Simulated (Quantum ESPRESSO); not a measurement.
**Rh: phonon spectrum and thermodynamics under several settings**

```
Rh
1.0
     0.00000    1.89785    1.89785
     1.89785    0.00000    1.89785
     1.89785    1.89785    0.00000
Rh
1
Direct
  0.00000 0.00000 0.00000
```

All runs used Quantum ESPRESSO 7.5; k mesh 12 × 12 × 12; relaxed cell; no spin polarisation; cutoff 1197 eV; occupations cold, width 0.2 eV; q mesh 2 × 2 × 2.

```csv
level,potentials,volume (Å³/atom),pressure (GPa),highest frequency (cm⁻¹),zero-point energy (meV/atom),entropy at room temperature (k_B/atom)
LDA,PseudoDojo 0.4.1 SR LDA standard,13.23,-0.1,262,35.0,3.50
PBE,PseudoDojo 0.4.1 SR PBE standard,?,0.1,?,?,?
```

**Question.** What stands in the row left open?

**Answer.** Volume 14.04 Å³/atom; highest frequency 238 cm⁻¹; zero-point energy 32.0 meV/atom; entropy at room temperature 3.75 k_B/atom.

For the row left open. Caveat: the q mesh is small, so phonon branches between its points and thermal values are rough.
